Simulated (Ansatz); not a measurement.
# AgCl: energy along a strain

AgCl, Fm-3m, a = 5.546 Å (as given, not relaxed at this level: 0.0 GPa). Ansatz: r2SCAN, PAW, 500 eV, Γ-centred 8×8×8 mesh on 2 atoms, Gaussian smearing 0.05 eV; no spin polarisation. Cell vectors (Å): 0.000 2.773 2.773; 2.773 0.000 2.773; 2.773 2.773 0.000. The cell is strained by x per cent times the pattern (0 1 0 0 0 0) in the order xx yy zz yz xz xy (engineering shears), with fractional coordinates held. y is the free energy over the start, V0 = 21.327 Å³/atom.

```
x (%) y (meV/atom)
-4.00          8.75
-3.00             ?
-2.00          1.94
-1.00          0.44
 0.00          0.00
 1.00          0.49
 2.00          1.79
 3.00          3.79
 3.50          5.03
 4.00          6.41
```

Fit y = c1 x + c2 x² + c3 x³ to the other rows, get the stiffness along the pattern, and predict the missing energy.

Least squares on the rows shown. y = 0.04170 x + 0.4727 x² − 0.02098 x³. The clamped-ion stiffness p·C·p = 2 × 4.727 eV × 160.2 / 21.327 Å³ = 71 GPa, which is C22 in these axes (C11 of the cubic crystal); c1 is there for the stress left in the start, which by itself gives a slope of 0.04 meV/atom per %. At x = -3.00 the fit asked for gives 4.70 meV/atom. The run gave 4.66 meV/atom, so the fit is 0.04 meV/atom too high, a small miss on the scale of the series.